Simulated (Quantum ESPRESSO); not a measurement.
# Ta (Im-3m) in Quantum ESPRESSO: settings compared, part 4 of 4

Quantum ESPRESSO 7.5.

## 5. Phonon dispersion, PBEsol

File pw.in:

```
&CONTROL
  calculation = 'scf'
  prefix = 'pwscf'
  outdir = './tmp'
  pseudo_dir = './pseudo'
  tprnfor = .true.
  tstress = .true.
  disk_io = 'low'
/
&SYSTEM
  ibrav = 0
  A = 2.86010086
  nat = 1
  ntyp = 1
  ecutwfc = 58
  nbnd = 12
  occupations = 'smearing'
  smearing = 'mv'
  degauss = 0.01469973
/
&ELECTRONS
  conv_thr = 2d-10
  electron_maxstep = 120
  mixing_beta = 0.5
/
ATOMIC_SPECIES
Ta   180.9479 Ta.upf
CELL_PARAMETERS alat
  -0.5773502687    0.5773502687    0.5773502687
   0.5773502687   -0.5773502687    0.5773502687
   0.5773502687    0.5773502687   -0.5773502687
ATOMIC_POSITIONS alat
Ta     0.0000000000    0.0000000000    0.0000000000
K_POINTS automatic
10 10 10 0 0 0
```

File relax.in:

```
&CONTROL
  calculation = 'vc-relax'
  prefix = 'pwscf'
  outdir = './tmp'
  pseudo_dir = './pseudo'
  tprnfor = .true.
  tstress = .true.
  disk_io = 'low'
  nstep = 40
  forc_conv_thr = 0.0001
  etot_conv_thr = 1d-06
/
&SYSTEM
  ibrav = 0
  A = 2.86010086
  nat = 1
  ntyp = 1
  ecutwfc = 58
  nbnd = 12
  occupations = 'smearing'
  smearing = 'mv'
  degauss = 0.01469973
/
&ELECTRONS
  conv_thr = 2d-10
  electron_maxstep = 120
  mixing_beta = 0.5
/
&IONS
  ion_dynamics = 'bfgs'
/
&CELL
  cell_dynamics = 'bfgs'
  press = 0
  press_conv_thr = 0.2
/
ATOMIC_SPECIES
Ta   180.9479 Ta.upf
CELL_PARAMETERS alat
  -0.5773502687    0.5773502687    0.5773502687
   0.5773502687   -0.5773502687    0.5773502687
   0.5773502687    0.5773502687   -0.5773502687
ATOMIC_POSITIONS alat
Ta     0.0000000000    0.0000000000    0.0000000000
K_POINTS automatic
10 10 10 0 0 0
```

File scf2.in:

```
&CONTROL
  calculation = 'scf'
  prefix = 'pwscf'
  outdir = './tmp'
  pseudo_dir = './pseudo'
  tprnfor = .true.
  tstress = .true.
  disk_io = 'low'
/
&SYSTEM
  ibrav = 0
  A = 2.84951907
  nat = 1
  ntyp = 1
  ecutwfc = 58
  nbnd = 12
  occupations = 'smearing'
  smearing = 'mv'
  degauss = 0.01469973
/
&ELECTRONS
  conv_thr = 1d-13
  electron_maxstep = 120
  mixing_beta = 0.5
  startingpot = 'file'
  startingwfc = 'file'
/
ATOMIC_SPECIES
Ta   180.9479 Ta.upf
CELL_PARAMETERS alat
  -0.5773502701    0.5773502701    0.5773502701
   0.5773502701   -0.5773502701    0.5773502701
   0.5773502701    0.5773502701   -0.5773502701
ATOMIC_POSITIONS alat
Ta     0.0000000000    0.0000000000    0.0000000000
K_POINTS automatic
10 10 10 0 0 0
```

File ph.in:

```
phonon_bands of Ta
&INPUTPH
  prefix = 'pwscf'
  outdir = './tmp'
  tr2_ph = 1d-18
  fildyn = 'dyn'
  niter_ph = 90
  alpha_mix(1) = 0.4
  ldisp = .true.
  nq1 = 2
  nq2 = 2
  nq3 = 2
/
```

File q2r.in:

```
&INPUT
  fildyn = 'dyn'
  zasr = 'crystal'
  flfrc = 'fc'
/
```

File matdyn.in:

```
&INPUT
  asr = 'crystal'
  flfrc = 'fc'
  flfrq = 'freq'
  q_in_cryst_coord = .true.
  flvec = ' '
/
80
 0.0000000000  0.0000000000  0.0000000000
 0.0312500000 -0.0312500000  0.0312500000
 0.0625000000 -0.0625000000  0.0625000000
 0.0937500000 -0.0937500000  0.0937500000
 0.1250000000 -0.1250000000  0.1250000000
 0.1562500000 -0.1562500000  0.1562500000
 0.1875000000 -0.1875000000  0.1875000000
 0.2187500000 -0.2187500000  0.2187500000
 0.2500000000 -0.2500000000  0.2500000000
 0.2812500000 -0.2812500000  0.2812500000
 0.3125000000 -0.3125000000  0.3125000000
 0.3437500000 -0.3437500000  0.3437500000
 0.3750000000 -0.3750000000  0.3750000000
 0.4062500000 -0.4062500000  0.4062500000
 0.4375000000 -0.4375000000  0.4375000000
 0.4687500000 -0.4687500000  0.4687500000
 0.5000000000 -0.5000000000  0.5000000000
 0.4545454545 -0.4545454545  0.5000000000
 0.4090909091 -0.4090909091  0.5000000000
 0.3636363636 -0.3636363636  0.5000000000
 0.3181818182 -0.3181818182  0.5000000000
 0.2727272727 -0.2727272727  0.5000000000
 0.2272727273 -0.2272727273  0.5000000000
 0.1818181818 -0.1818181818  0.5000000000
 0.1363636364 -0.1363636364  0.5000000000
 0.0909090909 -0.0909090909  0.5000000000
 0.0454545455 -0.0454545455  0.5000000000
 0.0000000000  0.0000000000  0.5000000000
 0.0000000000  0.0000000000  0.4583333333
 0.0000000000  0.0000000000  0.4166666667
 0.0000000000  0.0000000000  0.3750000000
 0.0000000000  0.0000000000  0.3333333333
 0.0000000000  0.0000000000  0.2916666667
 0.0000000000  0.0000000000  0.2500000000
 0.0000000000  0.0000000000  0.2083333333
 0.0000000000  0.0000000000  0.1666666667
 0.0000000000  0.0000000000  0.1250000000
 0.0000000000  0.0000000000  0.0833333333
 0.0000000000  0.0000000000  0.0416666667
 0.0000000000  0.0000000000  0.0000000000
 0.0166666667  0.0166666667  0.0166666667
 0.0333333333  0.0333333333  0.0333333333
 0.0500000000  0.0500000000  0.0500000000
 0.0666666667  0.0666666667  0.0666666667
 0.0833333333  0.0833333333  0.0833333333
 0.1000000000  0.1000000000  0.1000000000
 0.1166666667  0.1166666667  0.1166666667
 0.1333333333  0.1333333333  0.1333333333
 0.1500000000  0.1500000000  0.1500000000
 0.1666666667  0.1666666667  0.1666666667
 0.1833333333  0.1833333333  0.1833333333
 0.2000000000  0.2000000000  0.2000000000
 0.2166666667  0.2166666667  0.2166666667
 0.2333333333  0.2333333333  0.2333333333
 0.2500000000  0.2500000000  0.2500000000
 0.2666666667  0.2000000000  0.2666666667
 0.2833333333  0.1500000000  0.2833333333
 0.3000000000  0.1000000000  0.3000000000
 0.3166666667  0.0500000000  0.3166666667
 0.3333333333  0.0000000000  0.3333333333
 0.3500000000 -0.0500000000  0.3500000000
 0.3666666667 -0.1000000000  0.3666666667
 0.3833333333 -0.1500000000  0.3833333333
 0.4000000000 -0.2000000000  0.4000000000
 0.4166666667 -0.2500000000  0.4166666667
 0.4333333333 -0.3000000000  0.4333333333
 0.4500000000 -0.3500000000  0.4500000000
 0.4666666667 -0.4000000000  0.4666666667
 0.4833333333 -0.4500000000  0.4833333333
 0.5000000000 -0.5000000000  0.5000000000
 0.2500000000  0.2500000000  0.2500000000
 0.2222222222  0.2222222222  0.2777777778
 0.1944444444  0.1944444444  0.3055555556
 0.1666666667  0.1666666667  0.3333333333
 0.1388888889  0.1388888889  0.3611111111
 0.1111111111  0.1111111111  0.3888888889
 0.0833333333  0.0833333333  0.4166666667
 0.0555555556  0.0555555556  0.4444444444
 0.0277777778  0.0277777778  0.4722222222
 0.0000000000  0.0000000000  0.5000000000
```

File matdyn_dos.in:

```
&INPUT
  asr = 'crystal'
  flfrc = 'fc'
  dos = .true.
  fldos = 'phdos'
  nk1 = 15
  nk2 = 15
  nk3 = 15
  deltaE = 0.5
  flvec = ' '
  flfrq = ' '
/
```

File matdyn_mesh.in:

```
&INPUT
  asr = 'crystal'
  flfrc = 'fc'
  flfrq = 'mesh'
  q_in_cryst_coord = .true.
  flvec = ' '
/
1000
 0.05000000  0.05000000  0.05000000
 0.05000000  0.05000000  0.15000000
 0.05000000  0.05000000  0.25000000
[... 997 further points of the even 10 x 10 x 10 mesh, shifted by half a step ...]
```

Potentials or basis: PseudoDojo 0.4.1 SR PBEsol standard.

Launch:

```sh
$ OMP_NUM_THREADS=1 pw.x -in pw.in > pw.out
$ OMP_NUM_THREADS=1 pw.x -in relax.in > relax.out
$ OMP_NUM_THREADS=1 pw.x -in scf2.in > scf2.out
$ OMP_NUM_THREADS=1 ph.x -in ph.in > ph.out
$ OMP_NUM_THREADS=1 q2r.x -in q2r.in > q2r.out
$ OMP_NUM_THREADS=1 matdyn.x -in matdyn.in > matdyn.out
$ OMP_NUM_THREADS=1 matdyn.x -in matdyn_dos.in > matdyn_dos.out
$ OMP_NUM_THREADS=1 matdyn.x -in matdyn_mesh.in > matdyn_mesh.out
```

pw.out:

```text
This program is part of the open-source Quantum ESPRESSO suite
     for quantum simulation of materials; please cite
[... 9 lines left out ...]
     --------------------
     sticks:   dense  smooth     PW     G-vecs:    dense   smooth      PW
     Sum         507     507    197                 7155     7155    1721

     Using Slab Decomposition

     bravais-lattice index     =            0
     lattice parameter (alat)  =       5.4048  a.u.
     unit-cell volume          =     121.5399 (a.u.)^3
     number of atoms/cell      =            1
     number of atomic types    =            1
     number of electrons       =        13.00
     number of Kohn-Sham states=           12
     kinetic-energy cutoff     =      58.0000  Ry
     charge density cutoff     =     232.0000  Ry
     scf convergence threshold =      2.0E-10
     mixing beta               =       0.5000
     number of iterations used =            8  plain     mixing
     Exchange-correlation= PBESOL
                           (   1   4  10   8   0   0   0)

     celldm(1)=   5.404807  celldm(2)=   0.000000  celldm(3)=   0.000000
     celldm(4)=   0.000000  celldm(5)=   0.000000  celldm(6)=   0.000000

     crystal axes: (cart. coord. in units of alat)
               a(1) = (  -0.577350   0.577350   0.577350 )
               a(2) = (   0.577350  -0.577350   0.577350 )
               a(3) = (   0.577350   0.577350  -0.577350 )
[... 35 lines left out ...]
        k(    4) = (   0.2598076   0.2598076   0.0000000), wk =   0.0240000
        k(    5) = (   0.3464102   0.3464102   0.0000000), wk =   0.0240000
        k(    6) = (  -0.4330127  -0.4330127   0.0000000), wk =   0.0120000
[... 39 lines left out ...]
        k(   46) = (  -0.8660254  -0.0866025  -0.0866025), wk =   0.0240000
        k(   47) = (  -0.8660254  -0.8660254  -0.8660254), wk =   0.0020000

     Dense  grid:     7155 G-vectors     FFT dimensions: (  27,  27,  27)

     Initial potential from superposition of free atoms

     starting charge      12.9992, renormalised to      13.0000
     Starting wfcs are   10 randomized atomic wfcs +    2 random wfcs

     Self-consistent Calculation

     iteration #  1     ecut=    58.00 Ry     beta= 0.50
     Davidson diagonalization with overlap
     ethr =  1.00E-02,  avg # of iterations =  3.5

     Threshold (ethr) on eigenvalues was too large:
     Diagonalizing with lowered threshold

     Davidson diagonalization with overlap
     ethr =  1.91E-04,  avg # of iterations =  1.9

     total energy              =    -130.16023297 Ry
     estimated scf accuracy    <       0.02579960 Ry
[... 36 lines left out ...]
     iteration #  7     ecut=    58.00 Ry     beta= 0.50
     Davidson diagonalization with overlap
     ethr =  9.32E-12,  avg # of iterations =  2.2

     End of self-consistent calculation

          k = 0.0000 0.0000 0.0000 (   935 PWs)   bands (ev):

   -48.8588 -14.7655 -14.7655 -14.7655  10.3660  18.9869  18.9869  18.9869
    22.2629  22.2629  32.9013  32.9013
[... 228 lines left out ...]
   -48.6570 -15.5874 -15.5874 -15.5874  14.4743  14.4743  25.1041  25.1041
    25.1041  26.8702  26.8702  26.8702

     the Fermi energy is    18.2577 ev

!    total energy              =    -130.16251635 Ry
     estimated scf accuracy    <          4.3E-11 Ry
     smearing contrib. (-TS)   =       0.00080385 Ry
     internal energy E=F+TS    =    -130.16332020 Ry

     The total energy is F=E-TS. E is the sum of the following terms:
     one-electron contribution =     -16.83694306 Ry
     hartree contribution      =      14.62434217 Ry
     xc contribution           =     -29.40289585 Ry
     ewald contribution        =     -98.54782347 Ry

     convergence has been achieved in   7 iterations

     Forces acting on atoms (cartesian axes, Ry/au):

     atom    1 type  1   force =     0.00000000    0.00000000    0.00000000

     Total force =     0.000000     Total SCF correction =     0.000000

     Computing stress (Cartesian axis) and pressure

          total   stress  (Ry/bohr**3)                   (kbar)     P=      -23.49
  -0.00015969   0.00000000   0.00000000          -23.49        0.00        0.00
   0.00000000  -0.00015969   0.00000000            0.00      -23.49        0.00
   0.00000000   0.00000000  -0.00015969            0.00        0.00      -23.49

=------------------------------------------------------------------------------=
   JOB DONE.
=------------------------------------------------------------------------------=
```

scf2.out:

```text
This program is part of the open-source Quantum ESPRESSO suite
     for quantum simulation of materials; please cite
[... 9 lines left out ...]
     --------------------
     sticks:   dense  smooth     PW     G-vecs:    dense   smooth      PW
     Sum         499     499    181                 7107     7107    1601
[... 384 lines left out ...]
  -0.00000047   0.00000000   0.00000000           -0.07        0.00        0.00
   0.00000000  -0.00000047   0.00000000            0.00       -0.07        0.00
   0.00000000   0.00000000  -0.00000047            0.00        0.00       -0.07

=------------------------------------------------------------------------------=
   JOB DONE.
=------------------------------------------------------------------------------=
```

Wall time 6.5 min (1 thread of Arm Neoverse V1, shared host); peak memory 0.09 GiB.

Results:

| Item | Value |
| --- | --- |
| Free energy | -1770.9527 eV |
| Relaxed volume | 17.81 Å³/atom |
| Relaxed cell | a = 2.850 Å, b = 2.850 Å, c = 2.850 Å, α = 109.47°, β = 109.47°, γ = 109.47° |
| Space group after relaxing (to 0.05 Å) | Im-3m (No. 229) |
| Pressure after relaxing | 0.0 GPa |
| Band gap on the k mesh | none (metal or under the smearing width) |
| Highest phonon frequency | 154 cm⁻¹ |
| Zero-point energy | 0.021 eV/atom |

The path:
```csv
step,energy change (eV),largest force (eV/Å),pressure (GPa),volume (Å³)
1,0.0000,0.0000,-2.35,18.01
2,-0.0015,0.0000,0.19,17.80
3,-0.0015,0.0000,0.00,17.81
```

Final structure:
```
Ta
1.0
    -1.64517    1.64517    1.64517
     1.64517   -1.64517    1.64517
     1.64517    1.64517   -1.64517
Ta
1
Cartesian
  0.0000 0.0000 0.0000
```

Phonon frequencies in cm⁻¹ (negative: imaginary):
```
               q point  frequencies
 (0.000, 0.000, 0.000)        0 0 0
(0.219, -0.219, 0.219)   59 119 119
(0.438, -0.438, 0.438)  148 153 153
(0.273, -0.273, 0.500)  129 140 151
 (0.000, 0.000, 0.458)   83 117 146
 (0.000, 0.000, 0.167)     42 59 74
 (0.050, 0.050, 0.050)     41 41 51
 (0.167, 0.167, 0.167)  108 108 125
 (0.283, 0.150, 0.283)  118 127 127
(0.400, -0.200, 0.400)  132 142 142
 (0.250, 0.250, 0.250)  124 124 124
 (0.056, 0.056, 0.444)   88 119 145
```

Phonon frequencies at the corners of the path (cm⁻¹, interpolated; i marks imaginary ones):
```csv
point,frequencies
Γ,0 0 0
H,154 154 154
N,84 118 147
P,124 124 124
```

Phonon states per cell in windows of 10 cm⁻¹ (negative: imaginary):
```tsv
from (cm⁻¹)	total
-10	0.00
0	0.00
10	0.00
20	0.01
30	0.03
40	0.04
50	0.06
60	0.09
70	0.13
80	0.21
90	0.26
100	0.30
110	0.38
120	0.52
130	0.49
140	0.41
150	0.06
```

Harmonic thermodynamics per atom at this volume (zero-point energy 21.1 meV, Debye temperature from the second moment 217 K):
```csv
T (K),free energy (meV),entropy (k_B),heat capacity Cv (k_B)
50,20.4,0.63,1.35
100,14.7,1.97,2.40
200,-10.9,3.81,2.83
298.15,-48.2,4.96,2.92
500,-148.8,6.48,2.97
800,-335.9,7.88,2.99
```

Caveat: the mesh is thin for the phonons of a metal; the q mesh is small, so phonon branches between its points and thermal values are rough. The run has no spin-orbit coupling, so splittings on Ta are missing.

## 6. The runs side by side

| task | level | potentials or basis | k mesh | form of the LDA correlation | q mesh | gap on the mesh (eV) | pressure (GPa) |
| --- | --- | --- | --- | --- | --- | --- | --- |
| phonons | vdW-DF-cx | PseudoDojo 0.4.1 SR PBE standard | 11 × 11 × 11 | - | - | none | 0.0 |
| phonon dispersion | LDA | PseudoDojo 0.4.1 SR LDA standard | 10 × 10 × 10 | PW92 | 2 × 2 × 2 | none | 0.0 |
| phonon dispersion | PBE | PseudoDojo 0.4.1 SR PBE standard | 10 × 10 × 10 | - | 2 × 2 × 2 | none | 0.0 |
| phonon dispersion | PBEsol | PseudoDojo 0.4.1 SR PBEsol standard | 10 × 10 × 10 | - | 2 × 2 × 2 | none | 0.0 |

Alike in all rows: no spin polarisation; cell relaxed; cutoff (eV) 789; smearing cold 0.2 eV.

Caveats: the mesh is thin for the phonons of a metal (some runs); the potentials were made for another functional, which shifts forces and pressure (some runs); the q point doesn't lie on the k mesh, which can shift a metal's frequencies strongly unless the mesh is converged (some runs); some modes are imaginary (some runs).

Absolute energies hang on the potentials; compare differences alone.
